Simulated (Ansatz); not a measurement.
# Straining P

The calculation used Ansatz, DFT PBE+D3(BJ), scalar-relativistic, plane waves, PAW. (420 eV cutoff, 10×4×8 k-mesh, Gaussian smearing of 0.10 eV, no spin polarisation)

Reference structure (relaxed):

```xyz
8
Lattice="3.3225 0.0000 0.0000 0.0000 10.1915 0.0000 0.0000 0.0000 4.1669" Properties=species:S:1:pos:R:3 pbc="T T T"
P     0.0000    9.1073    3.8673
P     1.6613    9.1073    2.3830
P     1.6613    6.1799    0.2996
P     0.0000    6.1799    1.7838
P     1.6613    4.0116    3.8673
P     0.0000    4.0116    2.3830
P     0.0000    1.0842    0.2996
P     1.6613    1.0842    1.7838
```

Deformation: c alone is stretched, the rest of the cell is held and the atoms relax, all within the symmetry that the strain leaves. Energies are extrapolated to zero smearing.

Question: Give the structure at +2.0 %.

Answer:
```xyz
8
Lattice="3.3225 0.0000 0.0000 0.0000 10.1915 0.0000 0.0000 0.0000 4.2502" Properties=species:S:1:pos:R:3 pbc="T T T"
P     0.0000    9.1122    3.9310
P     1.6613    9.1122    2.4443
P     1.6613    6.1751    0.3192
P     0.0000    6.1751    1.8059
P     1.6613    4.0165    3.9310
P     0.0000    4.0165    2.4443
P     0.0000    1.0793    0.3192
P     1.6613    1.0793    1.8059
```
Space group Cmce (64), 1.1 meV/atom over the relaxed crystal.